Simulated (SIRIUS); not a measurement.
**Te2Pt (Moncheite) under changes of volume**

One of the cells (24.143 Å³/atom); the others are scaled copies at fixed shape and fractional positions:

```
Pt Te
1.0
     4.01000    0.00000    0.00000
    -2.00500    3.47276    0.00000
     0.00000    0.00000    5.20100
Pt Te
1 2
Direct
  0.00000 0.00000 0.00000
  0.66667 0.33333 0.75000
  0.33333 0.66667 0.25000
```

| Property | Result |
| --- | --- |
| Program | SIRIUS 7.12.0 |
| Functional | PBEsol |
| Potentials or basis | PseudoDojo 0.4.1 PBEsol standard (scalar relativistic) |
| Cutoff | 1152 eV |
| Density cutoff | 4606 eV |
| k mesh | 8 × 8 × 5 |
| Occupations | fermi-dirac, width 0.05 eV |
| Spin | no spin polarisation |

| volume (Å³/atom) | energy over the lowest point (meV/atom) | pressure (GPa) | largest force (eV/Å) |
| --- | --- | --- | --- |
| 22.694 | 92.99 | 13.6 | 1.659 |
| 23.177 | 57.04 | 10.2 | 1.349 |
| 23.660 | ? | ? | ? |
| 24.143 | 13.09 | 4.5 | 0.805 |
| 24.626 | 3.11 | 2.1 | 0.567 |
| 25.108 | 0.00 | -0.1 | 0.349 |
| 25.591 | 3.02 | -2.0 | 0.148 |

Problem. What does the run at 23.660 Å³/atom give?

Solution. Energy over the lowest point 30.75 meV/atom; pressure 7.2 GPa; largest force 1.065 eV/Å.

Worked out: A Birch-Murnaghan fit of order 3 (a polynomial in V^(-2/3)) to the other rows has its minimum at 25.10 Å³/atom with B0 = V·E''(V) = 106 GPa and B' = 4.9 at fixed shape and positions, which overstates the stiffness. It gives 30.76 meV/atom at 23.660 Å³/atom, against the run's 30.75, and -dE/dV = 7.2 GPa, against 7.2.

Energies are extrapolated to zero smearing.

Caveats: forces of over 1 eV/Å show positions far from the minimum, so gaps and moduli don't describe the material at rest (some runs).
